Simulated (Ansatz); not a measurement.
Runs of Ansatz 0.2.0 on FePt (Tetraferroplatinum). Symmetry: P4/mmm, No. 123, tetragonal system. The conventional cell has a = 2.724 Å, b = 2.724 Å, c = 3.720 Å, α = 90.00°, β = 90.00°, γ = 90.00°. Pt (site symmetry 4/mmm) is surrounded by 8 Fe at 2.68 Å and 4 Pt at 2.72 Å. Fe (site symmetry 4/mmm) has 8 Pt at 2.68 Å and 4 Fe at 2.72 Å as nearest neighbours. 

```tsv
level	cutoff (eV)	gap on the mesh (eV)	pressure (GPa)	moment (μB)	relaxed volume (Å³/atom)
PBEsol	420	none	0.0	3.23	13.42
RPBE	420	none	0.0	(c)	14.38
revPBE	420	none	0.0	3.37	14.28
PBE	420	none	0.0	3.31	(a)
LDA	420	none	0.0	(b)	13.05
BLYP	420	none	0.0	3.33	14.78
r2SCAN	500	none	0.0	3.61	13.93
```

Alike in all rows: task relaxation of cell and atoms; potentials or basis Ansatz PAW; spin collinear, ferromagnetic start; cell relaxed; k mesh 10 × 10 × 7; smearing fermi-dirac 0.05 eV.

**Question.** Fill in the values left out.

**Answer.** (a) 14.02; (b) 3.16; (c) 3.39.

Caveats: the plane-wave basis is chosen anew once the cell has moved, so the energies of steps on either side of that aren't comparable; the PAW data sets come from PBE, with cores solved anew for the run's functional, which leaves a small shift of forces and pressure (some runs); the magnetic or orbital state may not be the lowest (some runs).

A k mesh can miss the band edges, and the runs leave out spin-orbit coupling on Pt.

A gap of «none» marks a metal or a gap under the smearing width.
